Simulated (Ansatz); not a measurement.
Write the native input for Ansatz 0.2.0 that does the following.

* Task: relaxation of cell and atoms
* Functional: PBEsol
* Potentials or basis: all-electron LAPW, scalar-relativistic
* Basis error allowed: 0.001 eV/atom
* k mesh: 11 × 11 × 11
* Occupations: fermi-dirac, width 0.05 eV
* Spin: no spin polarisation

The system is Ti.

```
Ti
1.0
    -1.64100    1.64100    1.64100
     1.64100   -1.64100    1.64100
     1.64100    1.64100   -1.64100
Ti
1
Direct
  0.00000 0.00000 0.00000
```

This isn't the form of Ti at room conditions, which is hcp.

These files were run (other wordings do the same):

input.yaml

```yaml
crystal:
  lattice:
    - [-1.641, 1.641, 1.641]
    - [1.641, -1.641, 1.641]
    - [1.641, 1.641, -1.641]
  atoms:
    - { symbol: Ti, position: [0.0, 0.0, 0.0] }
kpoints:
  mp_grid: { grid: [11, 11, 11] }
scf:
  occupations: { method: fermi_dirac, width: 0.05 }
hamiltonian:
  xc: pbesol
  pseudopotentials: { kind: all_electron, lapw: { basis_error: 0.001 } }
output:
  forces: true
  stress: true
relax:
  f_tol: 0.02
  max_steps: 60
  cell: {}
```

Potentials or basis: all-electron LAPW, scalar-relativistic.

Command:

```console
$ ansatz run input.yaml --threads 1 --pin off --max-ram 3072MiB --backend cpu --events-out ev --progress --plain --runs-dir out
```

Results of the run:

```
Relaxed volume                         : 16.52 Å³/atom
Relaxed cell                           : a = 2.779 Å, b = 2.779 Å, c = 2.779 Å, α = 109.47°, β = 109.47°, γ = 109.47°
Space group after relaxing (to 0.05 Å) : Im-3m (No. 229)
Energy gained by relaxing              : 25.7 meV/atom
Ionic steps                            : 5
Pressure after relaxing                : 0.0 GPa
```

Wall time 7.3 s on 1 thread of Arm Neoverse V2, on a shared host, peak memory 0.23 GiB.
